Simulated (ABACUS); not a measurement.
# InPd (Fm-3m) in ABACUS: reference runs

Aim: a first look at InPd with PBE, on the cell as given.

All numbers are computed with ABACUS 3.10.1; they aren't measurements. Logs are shortened: lines on timing, memory, paths and dates and some standing lists are left out, and cuts for length are marked.

### 1 The structure

It takes space group Fm-3m (No. 225, cubic). The conventional cell has a = 5.492 Å, b = 5.492 Å, c = 5.492 Å, α = 90.00°, β = 90.00°, γ = 90.00°. In (site symmetry m-3m) has 6 Pd at 2.75 Å as nearest neighbours. Pd (site symmetry m-3m) is surrounded by 6 In at 2.75 Å.

The cell was built by a generator and needn't be a form met in nature.

### 2 Single point, PBE

Input file INPUT:

```
INPUT_PARAMETERS
suffix              InPd
calculation         scf
basis_type          pw
pseudo_dir          ./
symmetry            1
dft_functional      pbe
ecutwfc             82
pseudo_rcut         7
nspin               1
nbands              20
ks_solver           dav
smearing_method     fd
smearing_sigma      0.00367493
scf_thr             1e-08
scf_nmax            100
mixing_type         broyden
mixing_beta         0.7
cal_force           1
cal_stress          1
out_chg             1
out_pot             2
out_elf             1
```

Input file STRU:

```
ATOMIC_SPECIES
In 114.8180 In.upf
Pd 106.4200 Pd.upf

LATTICE_CONSTANT
1.8897261246

LATTICE_VECTORS
0.0000000000 2.7460700000 2.7460700000
2.7460700000 0.0000000000 2.7460700000
2.7460700000 2.7460700000 0.0000000000

ATOMIC_POSITIONS
Direct

In
0.0
1
0.0000000000 0.0000000000 0.0000000000 1 1 1

Pd
0.0
1
0.5000000000 0.5000000000 0.5000000000 1 1 1
```

Input file KPT:

```
K_POINTS
0
Gamma
8 8 8 0 0 0
```

Potentials or basis: PseudoDojo NC SR 0.4.1 PBE standard, plane waves.

Command:

```sh
$ OMP_NUM_THREADS=1 mpirun -np 4 abacus > log
```

running log:

```text
ABACUS v3.10.1

               Atomic-orbital Based Ab-initio Computation at UStc

 ------------------------------------------------------------------------------------

 READING GENERAL INFORMATION
                           global_out_dir = OUT.InPd/
                           global_in_card = INPUT
                               pseudo_dir = ./
                              orbital_dir =
                                    DSIZE = 4
                                    GSIZE = 1
[... 5 lines left out ...]

 READING ATOM TYPE 1
                               atom label = In
                      L=0, number of zeta = 1
                      L=1, number of zeta = 1
                      L=2, number of zeta = 1
             number of atom for this type = 1

 READING ATOM TYPE 2
                               atom label = Pd
                      L=0, number of zeta = 1
                      L=1, number of zeta = 1
                      L=2, number of zeta = 1
             number of atom for this type = 1

                        TOTAL ATOM NUMBER = 2
DIRECT COORDINATES
    atom                   x                   y                   z     mag                  vx                  vy                  vz
taud_In1            0.0000000000        0.0000000000        0.0000000000  0.0000        0.0000000000        0.0000000000        0.0000000000
taud_Pd1            0.5000000000        0.5000000000        0.5000000000  0.0000        0.0000000000        0.0000000000        0.0000000000

                          Volume (Bohr^3) = 279.487
                             Volume (A^3) = 41.4156

 Lattice vectors: (Cartesian coordinate: in unit of a_0)
                   +0            +2.74607            +2.74607
             +2.74607                  +0            +2.74607
             +2.74607            +2.74607                  +0
 Reciprocal vectors: (Cartesian coordinate: in unit of 2 pi/a_0)
            -0.182078           +0.182078           +0.182078
            +0.182078           -0.182078           +0.182078
            +0.182078           +0.182078           -0.182078
 The esolver type has been set to : ksdft_pw

                PAO radial cut off (Bohr) = 7

 Read in pseudopotential file is In.upf
                     pseudopotential type = NC
          exchange-correlation functional = PBE
                 nonlocal core correction = 1
                        valence electrons = 13
                                     lmax = 2
                           number of zeta = 3
[... 5 lines left out ...]
                           L of projector = 2
                           L of projector = 2
                PAO radial cut off (Bohr) = 7

 Read in pseudopotential file is Pd.upf
                     pseudopotential type = NC
          exchange-correlation functional = PBE
                 nonlocal core correction = 1
                        valence electrons = 18
                                     lmax = 2
                           number of zeta = 3
[... 5 lines left out ...]
                           L of projector = 2
                           L of projector = 2
     initial pseudo atomic orbital number = 18

 SETUP THE ELECTRONS NUMBER
            electron number of element In = 13
      total electron number of element In = 13
            electron number of element Pd = 18
      total electron number of element Pd = 18
            AUTOSET number of electrons:  = 31
                           occupied bands = 16
                                   NBANDS = 20
                                   NLOCAL = 18

%%%%%%%%%%%%%%%%%%%%%%%%%%%%%%%%%%%%%%%%%%%%%%%%%%%%%%%%%%%%%%%%%%%%%%%%%%%%%%%%%%%%%%%%%%%%%%%%%%%%%%%%%%
 Warning: the number of valence electrons in pseudopotential > 3 for In: [Kr] 4d10 5s2 5p1
 Warning: the number of valence electrons in pseudopotential > 10 for Pd: [Kr] 4d10
 Pseudopotentials with additional electrons can yield (more) accurate outcomes, but may be less efficient.
 If you're confident that your chosen pseudopotential is appropriate, you can safely ignore this warning.
%%%%%%%%%%%%%%%%%%%%%%%%%%%%%%%%%%%%%%%%%%%%%%%%%%%%%%%%%%%%%%%%%%%%%%%%%%%%%%%%%%%%%%%%%%%%%%%%%%%%%%%%%%

 SETUP THE PLANE WAVE BASIS
 energy cutoff for charge/potential (unit:Ry) = 328
            fft grid for charge/potential = [ 45, 45, 45 ]
                        fft grid division = [ 1, 1, 1 ]
        big fft grid for charge/potential = [ 45, 45, 45 ]
                                     nbxx = 24300
                                     nrxx = 24300

 SETUP PLANE WAVES FOR CHARGE/POTENTIAL
                    number of plane waves = 27941
                         number of sticks = 1213

 PARALLEL PW FOR CHARGE/POTENTIAL
     PROC   COLUMNS(POT)             PW
        1            303           6985
        2            304           6987
        3            303           6985
        4            303           6984
 --------------- sum -------------------
        4           1213          27941
                            number of |g| = 297
                                  max |g| = 29.5389
                                  min |g| = 0.0994576

----------- Double Check Mixing Parameters Begin ------------
mixing_type: broyden
mixing_beta: 0.7
mixing_gg0: 1
mixing_gg0_min: 0.1
mixing_ndim: 8
----------- Double Check Mixing Parameters End ------------

 LATTICE VECTORS: (CARTESIAN COORDINATE: IN UNIT OF A0)
                   +0            +2.74607            +2.74607
             +2.74607                  +0            +2.74607
             +2.74607            +2.74607                  +0
                       right hand lattice = 1
                                   NORM_A = 3.88353
                                   NORM_B = 3.88353
                                   NORM_C = 3.88353
                           ALPHA (DEGREE) = 60
                           BETA  (DEGREE) = 60
[... 8 lines left out ...]
                                    IBRAV = 3
                                  BRAVAIS = FACE CENTERED CUBIC
                       LATTICE CONSTANT A = 5.49214
Original cell was already a primitive cell.
                        ROTATION MATRICES = 48
[... 6 lines left out ...]
                                    nspin = 1
                   Input type of k points = Monkhorst-Pack(Gamma)
                                   nkstot = 512
                       right hand lattice = 1
(for reciprocal lattice: )
[... 8 lines left out ...]
                       right hand lattice = 1
                        ROTATION MATRICES = 48
                               nkstot_ibz = 29
K-POINTS REDUCTION ACCORDING TO SYMMETRY
     IBZ    DIRECT_X    DIRECT_Y    DIRECT_Z  WEIGHT  ibz2bz
       1  0.00000000  0.00000000  0.00000000  0.0020       0
       2  0.12500000  0.12500000  0.12500000  0.0156       1
       3  0.25000000  0.25000000  0.25000000  0.0156       2
       4  0.37500000  0.37500000  0.37500000  0.0156       3
       5  0.50000000  0.50000000  0.50000000  0.0078       4
       6  0.12500000  0.12500000  0.00000000  0.0117       9
[... 21 lines left out ...]
      28 -0.12500000  0.50000000  0.37500000  0.0234     101
      29  0.50000000  0.25000000 -0.25000000  0.0117     166

                               nkstot now = 29
[... K-POINTS DIRECT COORDINATES: 29 rows ...]

           k-point number in this process = 29
       minimum distributed K point number = 29
[... stars of the k points ...]

[... K-POINTS CARTESIAN COORDINATES: 29 rows ...]

[... K-POINTS DIRECT COORDINATES: 29 rows ...]

 SETUP PLANE WAVES FOR WAVE FUNCTIONS
     energy cutoff for wavefunc (unit:Ry) = 82
              fft grid for wave functions = [ 45, 45, 45 ]
                    number of plane waves = 4573
                         number of sticks = 361

 PARALLEL PW FOR WAVE FUNCTIONS
     PROC   COLUMNS(POT)             PW
        1             91           1145
        2             90           1142
        3             90           1142
        4             90           1144
 --------------- sum -------------------
        4            361           4573

 SETUP NONLOCAL PSEUDOPOTENTIALS IN PLANE WAVE BASIS
 In non-local projectors:
 projector 1 L=0
 projector 2 L=0
 projector 3 L=1
 projector 4 L=1
 projector 5 L=2
 projector 6 L=2
 Pd non-local projectors:
 projector 1 L=0
 projector 2 L=0
 projector 3 L=1
 projector 4 L=1
 projector 5 L=2
 projector 6 L=2
      TOTAL NUMBER OF NONLOCAL PROJECTORS = 36

 Init Non-Local PseudoPotential table :
 Init Non-Local-Pseudopotential done.

                                     npwx = 883

 Make real space PAO into reciprocal space.
       max mesh points in Pseudopotential = 701
     dq(describe PAO in reciprocal space) = 0.01
                                    max q = 1091

 number of pseudo atomic orbitals for In is 3
WARNING: norm of atomic wavefunction # 2 of atomic type In is 0.999278, renormalized
WARNING: norm of atomic wavefunction # 3 of atomic type In is 0.978005, renormalized

 number of pseudo atomic orbitals for Pd is 3
WARNING: norm of atomic wavefunction # 3 of atomic type Pd is 0.99972, renormalized

 -------------------------------------------
 SELF-CONSISTENT
 -------------------------------------------
                                 init_chg = atomic

 PW ALGORITHM --------------- ION=   1  ELEC=   1--------------------------------

 Density error is 0.536350036174
                          Error Threshold = 0.01
----------------------------------------------------------
     Energy           Rydberg                 eV
----------------------------------------------------------
 E_KohnSham     -403.6386478527      -5491.7855438117
 E_Harris       -414.8484637789      -5644.3029139394
 E_Fermi        1.0762790087         14.6435271556
----------------------------------------------------------
[... 87 lines left out ...]
 Density error is 8.45443666359e-10
                          Error Threshold = 1.99374152078e-10
----------------------------------------------------------
     Energy           Rydberg                 eV
----------------------------------------------------------
 E_KohnSham     -403.9199293880      -5495.6125754350
 E_KS(sigma->0) -403.9195690903      -5495.6076733333
 E_Harris       -403.9196056015      -5495.6081700929
 E_band         -17.2819880717       -235.1335105428
 E_one_elec     -149.9891057667      -2040.7064763518
 E_Hartree      95.4863669000        1299.1586711586
 E_xc           -82.4901794155       -1122.3364690927
 E_Ewald        -266.9262905105      -3631.7184969459
 E_entropy(-TS) -0.0007205954        -0.0098042033
 E_descf        0.0000000000         0.0000000000
 E_exx          0.0000000000         0.0000000000
 E_Fermi        1.0028875440         13.6449850510
----------------------------------------------------------

 charge density convergence is achieved
 final etot is -5495.6125754 eV
 EFERMI = 13.644985051 eV
The vacuum level is 9.7921830585 eV

 STATE ENERGY(eV) AND OCCUPATIONS    NSPIN == 1
 1/29 kpoint (Cartesian) = 0.0000 0.0000 0.0000 (874 pws)
       1       -70.7857     0.00390625
       2       -36.5532     0.00390625
       3       -36.5532     0.00390625
       4       -36.5532     0.00390625
       5      -0.989059     0.00390625
       6      -0.989059     0.00390625
[... 122 lines left out ...]
      19        22.1852    1.55065e-76
      20        23.2588    7.33771e-86

[... levels at 23 further k points ...]

------------------------------------------------------------------------------------------
 TOTAL-FORCE (eV/Angstrom)
------------------------------------------------------------------------------------------
                       In1         0.0000000000         0.0000000000         0.0000000000
                       Pd1         0.0000000000         0.0000000000         0.0000000000
------------------------------------------------------------------------------------------

----------------------------------------------------------------
 TOTAL-STRESS (KBAR)
----------------------------------------------------------------
         1.8184635456        -0.0000000000        -0.0000000000
        -0.0000000000         1.8184635456         0.0000000000
        -0.0000000000         0.0000000000         1.8184635456
----------------------------------------------------------------
 TOTAL-PRESSURE: 1.818464 KBAR

 --------------------------------------------
 !FINAL_ETOT_IS -5495.6125754349550334 eV
 --------------------------------------------
```

It took 28 s on 4 MPI ranks of Intel Xeon Platinum 8259CL at 2.50GHz (Skylake/Cascade Lake), shared host; peak memory 0.28 GiB.

What came out:

```
Free energy            : -5495.6126 eV
Pressure               : 0.2 GPa
Band gap on the k mesh : none (metal or under the smearing width)
```

Levels at points of the mesh, in eV from the Fermi level:
```
           k point  band 13  band 14  band 15  band 16  band 17  band 18
(0.00, 0.00, 0.00)    -2.84    -2.60    -2.60     5.40     5.40     5.40
(0.50, 0.50, 0.50)    -3.59    -2.46    -2.46    -1.38     7.27     7.27
(0.50, 0.50, 0.00)    -2.40    -2.25    -2.25    -0.05     1.47     1.47
```

Caveat: this set's palladium file may shift the pressure by some GPa.
